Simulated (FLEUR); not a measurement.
# Pb (Fm-3m) in FLEUR: a series of runs, part 2 of 2

FLEUR MaX-R8.1 (later development tree).

### Step 3. Single point, PBEsol (cell strained at random at fixed volume)

Input file inp.xml:

```xml
<?xml version="1.0" encoding="UTF-8" standalone="no"?>
<fleurInput fleurInputVersion="0.39">
   <comment>
      Pb                                                                                                  
   </comment>
   <calculationSetup>
      <cutoffs Kmax="4.1" Gmax="12.7" GmaxXC="12.7" numbands="0"/>
      <scfLoop itmax="60" minDistance="0.00001" maxIterBroyd="15" imix="Anderson" alpha="0.05" precondParam="0.0" spinf="2.0" sdNocoIR="T"/>
      <coreElectrons ctail="T" frcor="F" kcrel="0" coretail_lmax="0"/>
      <xcFunctional name="PBEs" relativisticCorrections="F"/>
      <magnetism jspins="1"/>
      <soc l_soc="F" theta="0.0" phi="0.0" spav="F"/>
      <expertModes spex="0" secvar="F"/>
      <geometryOptimization l_f="T" forcealpha="1.0" forcemix="BFGS" epsdisp="0.0005" epsforce="0.0002"/>
      <ldaU l_linMix="F" mixParam="0.05" spinf="1.0"/>
   </calculationSetup>
   <cell>
      <bzIntegration valenceElectrons="20.0" mode="hist" fermiSmearingEnergy="0.00183747">
         <kPointListSelection listName="default-1"/>
         <!-- k-points included here -->
         <xi:include xmlns:xi="http://www.w3.org/2001/XInclude" href="kpts.xml"> </xi:include>
      </bzIntegration>
      <!-- symmetry operations included here -->
      <xi:include xmlns:xi="http://www.w3.org/2001/XInclude" href="sym.xml"> </xi:include>
      <bulkLattice scale="1.0">
         <bravaisMatrix>
            <row-1>   -0.0131581630055898     4.6670263743066265     4.6268602455282535</row-1>
            <row-2>    4.6252690961313396    -0.0509904800200818     4.6646925625427453</row-2>
            <row-3>    4.6370553179704705     4.7166449131602484    -0.0627767018592120</row-3>
         </bravaisMatrix>
      </bulkLattice>
   </cell>
   <atomSpecies>
      <species name="Lead (Pb)" element="Pb" atomicNumber="82">
         <mtSphere radius="2.66" gridPoints="879" logIncrement="0.015"/>
         <atomicCutoffs lmax="10" lnonsphr="10"/>
         <electronConfig flipSpins="F">
            <coreConfig>(1s1/2) (2s1/2) (2p1/2) (2p3/2) (3s1/2) (3p1/2) (3p3/2) (4s1/2) (3d3/2) (3d5/2) (4p1/2) (4p3/2) (4d3/2) (4d5/2) (4f5/2) (4f7/2) (5s1/2)</coreConfig>
            <valenceConfig>(5p1/2) (5p3/2) (6s1/2) (5d3/2) (5d5/2) (6p1/2) (6p3/2)</valenceConfig>
            <stateOccupation state="(6p1/2)" spinUp="0.333333" spinDown="0.333333"/>
            <stateOccupation state="(6p3/2)" spinUp="0.666667" spinDown="0.666667"/>
         </electronConfig>
         <energyParameters s="6" p="6" d="5" f="5"/>
         <lo type="SCLO" l="1" n="5" eDeriv="0"/>
         <lo type="SCLO" l="1" n="5" eDeriv="1"/>
         <lo type="SCLO" l="0" n="6" eDeriv="2"/>
         <lo type="SCLO" l="2" n="5" eDeriv="2"/>
         <lo type="SCLO" l="3" n="5" eDeriv="2"/>
      </species>
   </atomSpecies>
   <atomGroups>
      <atomGroup species="Lead (Pb)">
         <relPos label="                   1">.0000000000 .0000000000 .0000000000</relPos>
         <force calculate="T" relaxXYZ="TTT"/>
      </atomGroup>
   </atomGroups>
   <output dos="F" band="F" slice="F">
      <checks vchk="F" cdinf="F"/>
      <bandDOS minEnergy="-.5*Htr" maxEnergy="0.5*Htr" sigma="0.015" storeEVData="T"/>
      <vacuumDOS vacdos="F" integ="F" star="F" nstars="0" locx1="0.0" locy1="0.0" locx2="0.0" locy2="0.0" nstm="0" tworkf="0.0"/>
      <unfoldingBand unfoldBand="F" supercellX="1" supercellY="1" supercellZ="1"/>
      <plotting iplot="0" polar="F">
         <plot TwoD="T" vec1="  1.0  0.0  0.0" vec2="  0.0  1.0  0.0" vec3="  0.0  0.0  1.0" zero="  0.0  0.0  0.0" file="plot"/>
      </plotting>
      <chargeDensitySlicing numkpt="0" minEigenval="0.0" maxEigenval="0.0" nnne="0" pallst="F"/>
      <specialOutput eonly="F"/>
      <moessbauerParams electricFieldGradient="T" isomerShift="T" coreHyperfine="T" valenceHyperfine="T"/>
      <magneticCircularDichroism mcd="F" energyLo="-10.0" energyUp="0.0"/>
   </output>
  <!-- We include the file relax.xml here to enable relaxations (see documentation) -->
  <xi:include xmlns:xi="http://www.w3.org/2001/XInclude" href="relax.xml"> <xi:fallback/> </xi:include>
</fleurInput>
```

Input file crystal.txt:

```
Pb
&input cartesian=F /
-0.0069630000  2.4696840000  2.4484290000
2.4475870000  -0.0269830000  2.4684490000
2.4538240000  2.4959410000  -0.0332200000
1.8897261246
1.0 1.0 1.0

1
82 -0.0123650000  0.0070870000  0.0165600000

&kpt div1=9 div2=9 div3=9 gamma=T /
```

Potentials or basis: all-electron, FLAPW.

Command:

```console
> inpgen -f crystal.txt -profile fastHighL
> # inp.xml edited to the form shown
> fleur_MPI
```

The program printed:

```text
Welcome to FLEUR        (www.flapw.de)
      MaX-Release 8.1          (www.max-centre.eu)

 ========== k-point set info ==========
 Selected k-point list: default-1
 k-point list type: mesh
 9 x 9 x 9
 Number of k points: 365

 ------------Calculation Setup---------------------------
 Number of MPI-tasks      :            1
 Number of PE/node        :            1
 Number of OMP-threads    :            1
 Most efficient MPI parallelization for:
           1           5          73         365
 Additional eigenvalue parallelization possible
 Number of basis functions:          294
 Approximate size of matrices (H+S) per k-point:         0.001 GB
 --------------------------------------------------------
 Iteration:     1   Distance:      11.00494423 me/bohr^3
 Iteration:     2   Distance:      10.35454296 me/bohr^3
 Iteration:     3   Distance:       3.29205398 me/bohr^3
 Iteration:     4   Distance:       0.24152572 me/bohr^3
 Iteration:     5   Distance:       0.24152960 me/bohr^3
 Iteration:     6   Distance:       0.04864861 me/bohr^3
 Iteration:     7   Distance:       0.00274823 me/bohr^3
 Iteration:     8   Distance:       0.00204122 me/bohr^3
 Iteration:     9   Distance:       0.00018753 me/bohr^3
 Iteration:    10   Distance:       0.00008736 me/bohr^3
 Iteration:    11   Distance:       0.00003477 me/bohr^3
 Iteration:    12   Distance:       0.00000221 me/bohr^3

 ********************************************************************
 Run finished successfully
 Stop message:
   Structural relaxation: Done
 ********************************************************************
```

out.xml (last iteration):

```text
<iteration numberForCurrentRun="   13" overallNumber="   13">
         <energyParameters units="Htr">
            <atomicEP atomType="1" spin="1" branch="6s" branchLowest="-4.84" branchHighest="0.60" value="-0.0353088742"/>
            <atomicEP atomType="1" spin="1" branch="6p" branchLowest="-2.70" branchHighest="1.43" value="0.2446192793"/>
            <atomicEP atomType="1" spin="1" branch="5d" branchLowest="-14.29" branchHighest="-0.27" value="-0.2964923787"/>
            <atomicEP atomType="1" spin="1" branch="5f" branchLowest="-4.44" branchHighest="1.89" value="0.5828729987"/>
            <loAtomicEP atomType="1" spin="1" branch="5p" branchLowest="-23.21" branchHighest="-2.70" value="-2.7654688750"/>
            <loAtomicEP atomType="1" spin="1" branch="5p" branchLowest="-23.21" branchHighest="-2.70" value="-2.7654688750"/>
            <loAtomicEP atomType="1" spin="1" branch="6s" branchLowest="-4.84" branchHighest="0.60" value="-0.0353088742"/>
            <loAtomicEP atomType="1" spin="1" branch="5d" branchLowest="-14.29" branchHighest="-0.27" value="-0.3280891707"/>
            <loAtomicEP atomType="1" spin="1" branch="5f" branchLowest="-4.44" branchHighest="1.89" value="0.5828602922"/>
         </energyParameters>
         <eigenvalues>
            <eigenvaluesAt spin="1" ikpt="1" k_x="0.00000000" k_y="0.00000000" k_z="0.00000000">
                      -2.7002039083       -2.7001556821       -2.7000700425       -0.3364906454       -0.3356179635
                      -0.3354192864       -0.3308476788       -0.3302928990       -0.1434475281        0.5530540634
                       0.5604225450        0.5710283910        0.6480881508        0.7025275359        0.7389882117
                       0.7510413124
            </eigenvaluesAt>
            <eigenvaluesAt spin="1" ikpt="2" k_x="0.00000000" k_y="0.00000000" k_z="0.11111111">
                      -2.7002149416       -2.7001591054       -2.7000726724       -0.3363008751       -0.3352617438
                      -0.3349159497       -0.3307603211       -0.3302778998       -0.1348774335        0.4666738826
                       0.5506111529        0.5597112637        0.6365530745        0.7407050367        0.7680559189
                       0.7757135661
            </eigenvaluesAt>
            <eigenvaluesAt spin="1" ikpt="3" k_x="0.00000000" k_y="0.00000000" k_z="0.22222222">
                      -2.7002451911       -2.7001663138       -2.7000795329       -0.3363063371       -0.3348250392
                      -0.3343028627       -0.3297014325       -0.3295605778       -0.1092638297        0.3408745037
                       0.5313180138        0.5363359769        0.6250900508        0.7243216741        0.7530207697
                       0.7605668857
            </eigenvaluesAt>
            <eigenvaluesAt spin="1" ikpt="4" k_x="0.00000000" k_y="0.00000000" k_z="0.33333333">
                      -2.7002811983       -2.7001730928       -2.7000872905       -0.3366457872       -0.3351550674
                      -0.3346338805       -0.3277692474       -0.3273937012       -0.0683077761        0.2283517128
                       0.5108879572        0.5157745484        0.6216972931        0.6795533721        0.7212848405
                       0.7275232482
            </eigenvaluesAt>
         </eigenvalues>
         <bandgap value="0.0010171709" units="eV"/>
         <sumValenceSingleParticleEnergies value="-19.1208407947" units="Htr"/>
         <FermiEnergy value="0.2837091648" units="Htr"/>
         <valenceDensity>
            <mtCharges spin="1">
               <mtCharge atomType="1" total="18.0168099" s="1.4159841" p="6.7682776" d="9.8231641" f="0.0084117"/>
            </mtCharges>
            <spinDependentCharge spin="1" total="20.0000000" interstitial="1.9831901" mtSpheres="18.0168099"/>
            <totalCharge value="20.0000000000"/>
         </valenceDensity>
         <coreStates atomType="     1" atomicNumber=" 82" spin="1" kinEnergy="  24098.8024384339" eigValSum=" -12917.8834536456" lostElectrons=" 0.000046">
            <state n="1" l="0" j="0.5" energy="-3231.7700506473" weight="1.0000000000"/>
            <state n="2" l="0" j="0.5" energy="-577.1949075272" weight="1.0000000000"/>
            <state n="2" l="1" j="0.5" energy="-554.2574775876" weight="1.0000000000"/>
            <state n="2" l="1" j="1.5" energy="-473.8185416092" weight="2.0000000000"/>
            <state n="3" l="0" j="0.5" energy="-138.2060349428" weight="1.0000000000"/>
            <state n="3" l="1" j="0.5" energy="-127.8643983118" weight="1.0000000000"/>
[... 9 lines left out ...]
            <state n="4" l="3" j="3.5" energy="-4.3580612840" weight="4.0000000000"/>
            <state n="5" l="0" j="0.5" energy="-4.8441696655" weight="1.0000000000"/>
         </coreStates>
         <allElectronCharges>
            <spinDependentCharge spin="1" total="82.0000000" interstitial="1.9832357" mtSpheres="80.0167643"/>
            <totalCharge value="82.0000000012"/>
         </allElectronCharges>
         <moessbauerParams unitsHFF="kG" unitsIS="e/bohr^3" unitsEFG="Htr/bohr^2">
            <coreIsomerShift atomType="1" isTotal="2987073.33140">
               <shell n="1" l="0" isomerShift="2453506.67610"/>
               <shell n="2" l="0" isomerShift="378633.75012"/>
               <shell n="2" l="1" isomerShift="30061.12644"/>
               <shell n="3" l="0" isomerShift="87542.05734"/>
               <shell n="3" l="1" isomerShift="7805.67223"/>
               <shell n="4" l="0" isomerShift="22664.87396"/>
               <shell n="3" l="2" isomerShift="0.00327"/>
               <shell n="4" l="1" isomerShift="1996.87925"/>
               <shell n="4" l="2" isomerShift="0.00091"/>
               <shell n="4" l="3" isomerShift="0.00000"/>
               <shell n="5" l="0" isomerShift="4862.29177"/>
            </coreIsomerShift>
            <isomerShift atomType="1" nucleusRadius="0.0001398" averageDensity="2987630.20493"/>
            <electricFieldGradient atomType="1" VXX="0.00161" VYY="0.23580" VZZ="-0.23741" asymParam="0.98641">
            </electricFieldGradient>
         </moessbauerParams>
         <totalEnergy                                    value="   -20922.6692469423" units="Htr">
            <sumOfEigenvalues                            value="   -12937.0042944403">
               <coreElectrons value="-12917.8834536456"/>
               <valenceElectrons value="-19.1208407947"/>
            </sumOfEigenvalues>
            <densityCoulombPotentialIntegral value="-36787.5329589694"/>
            <densityEffectivePotentialIntegral value="-37294.2698067872"/>
            <chargeDenXCDenIntegral value="-384.6463956046"/>
            <FockExchangeEnergyValence value="0.0000000000"/>
            <FockExchangeEnergyCore value="0.0000000000"/>
            <atomTypeDependentContributions atomType="1">
               <electronNucleiInteractionDifferentMTs value="26460.7486950271"/>
               <MadelungTerm value="-40.7731891728"/>
            </atomTypeDependentContributions>
            <tkbTimesEntropy value="0.0001178000"/>
            <freeEnergy value="-20922.6693647423"/>
            <extrapolationTo0K value="-20922.6693058423"/>
         </totalEnergy>
         <totalForcesOnRepresentativeAtoms units="Htr/bohr">
            <forceTotal atomType="1" x="0.000000" y="0.000000" z="0.000000" F_x="0.00000000" F_y="0.00000000" F_z="0.00000000"/>
         </totalForcesOnRepresentativeAtoms>
      </iteration>
```

It took 3.4 min on 1 thread of Intel Xeon 6975P-C (Granite Rapids), shared host; peak memory 0.1 GiB.

What came out:

```yaml
Free_energy: -569334.8374 eV
Band_gap_on_the_k_mesh: none (metal or under the smearing width)
Valence_electrons_inside_the_program's_atomic_spheres: Pb 18.02 (radii Pb 2.66 bohr)
```

Levels at points of the mesh, in eV from the Fermi level:
```
           k point  band 7  band 8  band 9  band 10  band 11  band 12  band 13  band 14
(0.00, 0.00, 0.00)  -16.72  -16.71  -11.62     7.33     7.53     7.82     9.92    11.40
```

Core levels (eV from the Fermi level):
```tsv
atom	levels
1 Pb	1s1/2 -87948.7, 2s1/2 -15714.0, 2p1/2 -15089.8, 2p3/2 -12901.0, 3s1/2 -3768.5, 3p1/2 -3487.1, 3p3/2 -2998.7, 4s1/2 -849.7, 3d3/2 -2536.6, 3d5/2 -2432.6, 4p1/2 -728.0, 4p3/2 -608.4, 4d3/2 -410.2, 4d5/2 -387.9, 4f5/2 -131.3, 4f7/2 -126.3, 5s1/2 -139.5
```

Spin-orbit coupling is left out, which matters for the levels of Pb.
